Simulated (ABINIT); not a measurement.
**ZrN: equation of state with BP86**

ZrN:

```xyz
2
Lattice="0.0000 2.3000 2.3000 2.3000 0.0000 2.3000 2.3000 2.3000 0.0000" Properties=species:S:1:pos:R:3 pbc="T T T"
Zr    2.3000    2.3000    2.3000
N     0.0000    0.0000    0.0000
```

```yaml
Program: ABINIT 10.8.3 (patched build)
Task: equation of state
Functional: BP86
Potentials_or_basis: JTH PAW PBE v2.0
Cutoff: 707 eV
k_mesh: 10 × 10 × 10
Occupations: fermi-dirac, width 0.05 eV
Spin: no spin polarisation
```

- Equilibrium volume: 12.16 Å³/atom
- Bulk modulus: 248 GPa
- Pressure derivative of the bulk modulus: 4.3

Energy against volume, from the lowest point:
```
volume (Å³/atom)  energy (meV/atom)
          11.437              37.36
          11.680              15.87
          11.924               3.75
          12.167               0.00
          12.410               3.82
          12.654              14.33
          12.897              31.03
```

Wall time 2.7 min on 1 thread of Arm Neoverse V1, on a shared host, peak memory 0.16 GiB.

Caveat: pressures at fixed basis lie under the slope of the energies; the PAW data sets were made with another functional, which shifts forces and pressure a little.
